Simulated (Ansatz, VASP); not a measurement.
Pd in VASP and in Ansatz

```
Pd
1.0
    -1.55103    1.55103    1.55103
     1.55103   -1.55103    1.55103
     1.55103    1.55103   -1.55103
Pd
1
Direct
  0.00000 0.00000 0.00000
```

Change from the starting cell: volume scaled by 0.96.

Alike in both runs: task single point; functional PBE; k mesh 12 × 12 × 12; occupations fermi-dirac, width 0.05 eV; no spin polarisation.

```csv
,VASP,Ansatz
version,VASP 6.6.1,Ansatz 0.2.0
potentials or method,"VASP PAW PBE potentials, release 64 (Pd), cutoff 520 eV","all-electron LAPW, scalar-relativistic"
```

```tsv
	VASP	Ansatz	Ansatz less VASP
gap on the k mesh at the Fermi level (eV)	none	none	-
pressure (GPa)	5.8	6.0	+0.25
```

A gap of «none» marks a metal or a gap that the smearing closes. Ansatz ran all-electron here, so the differences hold the error of VASP's frozen core and of both bases.
